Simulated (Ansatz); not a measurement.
La2O3:

```
La O
1.0
     3.93078    0.00000    0.00000
    -1.96539    3.40415    0.00000
     0.00000    0.00000    6.11195
La O
2 3
Direct
  0.33333 0.66667 0.24624
  0.66667 0.33333 0.75376
  0.00000 0.00000 0.00000
  0.33333 0.66667 0.64589
  0.66667 0.33333 0.35411
```

The cell is a database's computed one.

```yaml
Program: Ansatz 0.2.0
Task: relaxation of cell and atoms
Functional: LDA
Potentials_or_basis: Ansatz PAW
Cutoff: "420 eV (not typed: the program's choice for these potentials)"
k_mesh: 8 × 8 × 5
Occupations: fermi-dirac, width 0.05 eV
Spin: no spin polarisation
Hubbard_terms: La f U = 6 eV
```

At the start: volume 16.36 Å³/atom.

Question: Where does the relaxation end?

Answer: It ends after 7 steps and the volume is 15.94 Å³/atom (-2.5 %); space group P-3m1 (No. 164, to 0.05 Å).

The path:
```tsv
step	energy change (eV)	largest force (eV/Å)	volume (Å³)
1	0.0000	0.1416	81.78
2	-0.0275	0.0402	79.93
3	-0.0283	0.0196	79.80
4	-0.0284	0.0016	79.80
5	-0.0217	0.0018	79.80
6	-0.0221	0.0008	79.72
7	-0.0217	0.0009	79.72
```

Final structure:
```
La O
1.0
     3.90504    0.00000    0.00000
    -1.95252    3.38187    0.00000
     0.00000    0.00000    6.03616
La O
2 3
Direct
  0.33333 0.66667 0.24579
  0.66667 0.33333 0.75421
  0.00000 0.00000 0.00000
  0.33333 0.66667 0.64538
  0.66667 0.33333 0.35462
```

Caveat: the magnetic or orbital state may not be the lowest; the plane-wave basis is chosen anew once the cell has moved, so the energies of steps on either side of that aren't comparable; the pressure holds a Pulay correction of +0.6 GPa for the finite cutoff; the PAW data sets come from PBE, with cores solved anew for the run's functional, which leaves a small shift of forces and pressure.
